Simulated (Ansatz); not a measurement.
BeO:
```yaml
crystal:
  lattice:
    - [2.71175, 0.00000, 0.00000]
    - [-1.35588, 2.34845, 0.00000]
    - [0.00000, 0.00000, 4.40444]
  atoms:
    - { symbol: Be, position: [0.66667, 0.33333, 0.00011] }
    - { symbol: Be, position: [0.33333, 0.66667, 0.50011] }
    - { symbol: O, position: [0.66667, 0.33333, 0.37789] }
    - { symbol: O, position: [0.33333, 0.66667, 0.87789] }
```

Relaxed with PBE.

Question: Map the electron localisation function on the plane through (0.667, 0.333, 0.000) spanned by u = [0, 0, 1] and v = [1, -1, 0] in lattice vectors, from the program Ansatz at the PBE level (PAW).

Answer: x is the fraction of u, y of v (the angle between them is 90°; rows are the nearest grid lines); atoms in the plane: Be at (0.00, 0.00), Be at (0.50, 0.67), O at (0.38, 0.00), O at (0.88, 0.67).
```
|00179996237886200000000|
|00169997458985100010000|
|10148999889984100234431|
|62125789999973112578986|
|96212478999851135799999|
|97310146787411268999999|
|98510012221001589987899|
|98520000000001799963479|
|98620000000001799962379|
|98510000000001699976689|
|97410001100000478998999|
|86300001111000247889998|
|64100000111100124567776|
|21000000000000001233332|
|00000000000000000000000|
|00000000000000000000000|
|00000000000000000000000|
|00000001111100000000000|
|10001234454321000000111|
|10013567888742000001111|
|00025788999863100011100|
|00058998889984100011000|
|00179997458985100000000|
|00179996237886200000000|
```
Scale: ten equal steps from -0.003 (start of '0') to 0.873 (end of '9'), in the order '0123456789'; x runs from 0.000 to 1.00, y from 0.000 (bottom) to 1.00 (top).

The density is the valence pseudo-density with augmentation charge, so density and ELF within about 1 Å of a nucleus are not all-electron values.

Space group P6_3mc (wurtzite). Symmetry was held in the PBE relaxation; phonons on a q-mesh show no instability.

Potentials: the later of the program's two PAW sets.
